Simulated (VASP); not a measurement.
Write the native input for VASP 6.6.1 that does the following.

```yaml
Task: relaxation of cell and atoms
Functional: PBE
Potentials_or_basis: VASP PAW PBE potentials, release 64 (B)
Cutoff: 600 eV
k_mesh: 6 × 6 × 6
Occupations: gaussian, width 0.02 eV
Spin: no spin polarisation
Further_INCAR_settings: ALGO = Fast; EDIFF = 1e-07; IBRION = 2; EDIFFG = -0.005; NSW = 90; ISIF = 3
```

The structure of B lies in POSCAR:

```
B
1.0
    2.4491963900      1.4140442000      4.1747204400
   -2.4491963900      1.4140442000      4.1747204400
    0.0000000000     -2.8280883900      4.1747204400
B
12
Direct
    0.0099700400      0.6542851200      0.0099700400
    0.0099700400      0.0099700400      0.6542851200
    0.6542851200      0.0099700400      0.0099700400
    0.3457148800      0.9900299600      0.9900299600
    0.9900299600      0.3457148800      0.9900299600
    0.9900299600      0.9900299600      0.3457148800
    0.2205655700      0.6316348300      0.2205655700
    0.2205655700      0.2205655700      0.6316348300
    0.6316348300      0.2205655700      0.2205655700
    0.3683651700      0.7794344300      0.7794344300
    0.7794344300      0.3683651700      0.7794344300
    0.7794344300      0.7794344300      0.3683651700
```

One way to write it, as run:

INCAR

```
SYSTEM = B
  PREC = Accurate
  ENCUT = 600
  EDIFF = 1E-7
  ISMEAR = 0
  SIGMA = 0.02
  LREAL = .False.
  LASPH = .True.
  NELM = 80
  ALGO = Fast
  ISIF = 3
  LWAVE = .False.
  LCHARG = .False.
  GGA = PE
  IBRION = 2
  NSW = 90
  EDIFFG = -0.005
```

KPOINTS

```
Automatic mesh
0
Gamma
  6 6 6
  0 0 0
```

Potentials or basis: VASP PAW PBE potentials, release 64 (B).

Command:

```bash
$ cat potpaw_PBE.64/B/POTCAR > POTCAR
$ mpirun -np 1 vasp_std > vasp.out
```

It gave:

```yaml
Relaxed_volume: 7.24 Å³/atom
Relaxed_cell: a = 5.049 Å, b = 5.049 Å, c = 5.049 Å, α = 58.04°, β = 58.04°, γ = 58.04°
Space_group_after_relaxing_to_0.05_Å: R-3m (No. 166)
Energy_gained_by_relaxing: 0.2 meV/atom
Ionic_steps: 7
Pressure_after_relaxing: 0.0 GPa
Band_gap_on_the_k_mesh: 1.46 eV, indirect (least direct gap 1.85 eV)
```

Wall time 3.6 min on 1 thread of Intel(R) Xeon(R) 6975P-C (Granite Rapids), with other jobs on the host, peak memory 0.27 GiB.
